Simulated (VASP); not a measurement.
Wanted: the native input for a VASP 6.6.1 run.

| Item | Value |
| --- | --- |
| Task | single point |
| Functional | PBEsol |
| Potentials or basis | VASP PAW PBE potentials, release 64 (Y_sv) |
| Cutoff | 520 eV |
| k mesh | 6 × 6 × 6, shifted |
| Occupations | methfessel-paxton, width 0.01 eV |
| Spin | non-collinear spin, zero start, spin-orbit coupling |
| Starting moments | [[0.0, 0.0, 0.0]] μB |
| Dipole correction | no |
| Further INCAR settings | ALGO = Normal; EDIFF = 1e-07; NBANDS = 22; ISYM = -1 |

The structure of Y lies in POSCAR:

```
Y
1.0
    0.0000000000      2.4850000000      2.4850000000
    2.4850000000      0.0000000000      2.4850000000
    2.4850000000      2.4850000000      0.0000000000
Y
1
Direct
    0.0000000000      0.0000000000      0.0000000000
```

This isn't the form of Y at room conditions, which is hcp.

These files were run (other wordings do the same):

INCAR

```
SYSTEM = Y
PREC = Accurate
ENCUT = 520
EDIFF = 1E-7
ISMEAR = 1
SIGMA = 0.01
LREAL = .FALSE.
LASPH = .TRUE.
NELM = 150
ALGO = Normal
ISIF = 2
LWAVE = .FALSE.
LCHARG = .FALSE.
MAGMOM = 0 0 0
LORBIT = 11
LSORBIT = .TRUE.
GGA_COMPAT = .FALSE.
LORBMOM = .TRUE.
LMAXMIX = 4
GGA = PS
NBANDS = 22
ISYM = -1
```

KPOINTS

```
Automatic mesh
0
Gamma
  6 6 6
  0.5 0.5 0.5
```

Potentials or basis: VASP PAW PBE potentials, release 64 (Y_sv).

Launch:

```bash
$ cat potpaw_PBE.64/Y_sv/POTCAR > POTCAR
$ mpirun -np 1 vasp_ncl > vasp.out
```

It gave:

- Pressure: 0.0 GPa
- Net moment: 0.06 μB per cell
- Valence electrons inside the program's atomic spheres: Y 9.53

Caveat: the k mesh is coarse (spacing up to 0.36 Å⁻¹), so the values aren't converged; the PAW data sets were made with another functional, which shifts forces and pressure a little.

It took 6.8 min on 1 thread of Intel(R) Xeon(R) Platinum 8488C (Sapphire Rapids) (shared host), peak memory 0.41 GiB.
